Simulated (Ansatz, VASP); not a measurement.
## One calculation of SrO, two programs

```
Sr O
1.0
     0.00000    2.59739    2.59739
     2.59739    0.00000    2.59739
     2.59739    2.59739    0.00000
Sr O
1 1
Direct
  0.00000 0.00000 0.00000
  0.45236 0.50000 0.50000
```

Change from the starting cell: all O atoms moved +0.175 Å, as atom 2 towards its neighbour atom 2 (O) at 3.673 Å.

Alike in both runs: task single point; functional PBE; k mesh 8 × 8 × 8; occupations gaussian, width 0.05 eV; no spin polarisation.

```csv
,VASP,Ansatz
version,VASP 6.6.1,Ansatz 0.2.0
potentials or method,"VASP PAW PBE potentials, release 64 (Sr_sv, O)","scalar-relativistic, plane waves, PAW"
plane-wave cutoff (eV),520,420
valence electrons in the cell,16,16
```

|  | VASP | Ansatz | Ansatz less VASP |
| --- | --- | --- | --- |
| gap on the k mesh at the Fermi level (eV) | 3.46 | 3.51 | +0.043 |
| least direct gap on the mesh (eV) | 3.52 | 3.55 | +0.034 |
| pressure (GPa) | 1.3 | 0.7 | -0.54 |
| largest component of the traceless stress (GPa) | 1.02 | 0.96 | -0.061 |
| rms of the force components (eV/Å) | 0.212 | 0.199 | -0.0136 |

Atom by atom the forces differ by 0.014 eV/Å (rms over components).

A k mesh can miss the band edges.
